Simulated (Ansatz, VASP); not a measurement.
Ga4AsP3: VASP beside Ansatz

The input INCAR:

```
ALGO = Normal
EDIFF = 1E-6
ENCUT = 520
GGA = PE
ISIF = 2
ISMEAR = 0
LASPH = True
LCHARG = False
LREAL = False
LWAVE = False
NBANDS = 46
NELM = 100
PREC = Accurate
SIGMA = 0.1
```

KPOINTS

```
k-points
0
Gamma
  6 6 1
```

Contents of POSCAR:

```
Ga4AsP3
1.0
    3.9216528791     -0.0000000289      0.0000000000
   -1.9608264145      3.3962510325      0.0000000000
    0.0000000000      0.0000000000     12.9372641000
Ga P As
4 3 1
Direct
    0.6666666667      0.3333333333      0.5058860000
    0.6666666667      0.3333333333      0.9982570000
    0.0000000000      0.0000000000      0.2443600000
    0.0000000000      0.0000000000      0.7518090000
    0.6666666667      0.3333333333      0.1835600000
    0.6666666667      0.3333333333      0.6906190000
    0.0000000000      0.0000000000      0.9370250000
    0.0000000000      0.0000000000      0.4364830000
```

Input for Ansatz:

```yaml
crystal:
  lattice:
    - [3.9216528791, -2.89e-08, 0.0]
    - [-1.9608264145, 3.3962510325, 0.0]
    - [0.0, 0.0, 12.9372641]
  atoms:
    - { symbol: Ga, position: [0.6666666667, 0.3333333333, 0.505886] }
    - { symbol: Ga, position: [0.6666666667, 0.3333333333, 0.998257] }
    - { symbol: Ga, position: [0.0, 0.0, 0.24436] }
    - { symbol: Ga, position: [0.0, 0.0, 0.751809] }
    - { symbol: P, position: [0.6666666667, 0.3333333333, 0.18356] }
    - { symbol: P, position: [0.6666666667, 0.3333333333, 0.690619] }
    - { symbol: P, position: [0.0, 0.0, 0.937025] }
    - { symbol: As, position: [0.0, 0.0, 0.436483] }
basis:
  ecutwfc: 420
kpoints:
  mp_grid: { grid: [6, 6, 1] }
hamiltonian:
  xc: pbe
scf:
  occupations: { method: gaussian, width: 0.1 }
  lower_state_search: "off"
output:
  forces: true
  stress: true
  eigenvalues: true
```

Alike in both runs: task single point; functional PBE; k mesh 6 × 6 × 1; occupations gaussian, width 0.1 eV; no spin polarisation.

```csv
,VASP,Ansatz
version,VASP 6.6.1,Ansatz 0.2.0
potentials or method,"VASP PAW PBE potentials, release 64 (Ga_d, P, As)","scalar-relativistic, plane waves, PAW"
plane-wave cutoff (eV),520,420
valence electrons in the cell,72,82
```

|  | VASP | Ansatz | Ansatz less VASP |
| --- | --- | --- | --- |
| gap on the k mesh at the Fermi level (eV) | 0.92 | 0.92 | +0.006 |
| least direct gap on the mesh (eV) | 0.92 | 0.92 | +0.006 |
| pressure (GPa) | 0.0 | 0.0 | -0.08 |
| largest component of the traceless stress (GPa) | 0.19 | 0.19 | +0.002 |
| rms of the force components (eV/Å) | 0.008 | 0.007 | -0.0005 |

Atom by atom the forces differ by 0.004 eV/Å (rms over components). The two sets of potentials don't hold the same shells in valence.

Caveats: the k mesh is coarse (spacing up to 0.49 Å⁻¹), so the values aren't converged; an odd mesh through Γ misses points on the zone boundary, where band edges often lie.
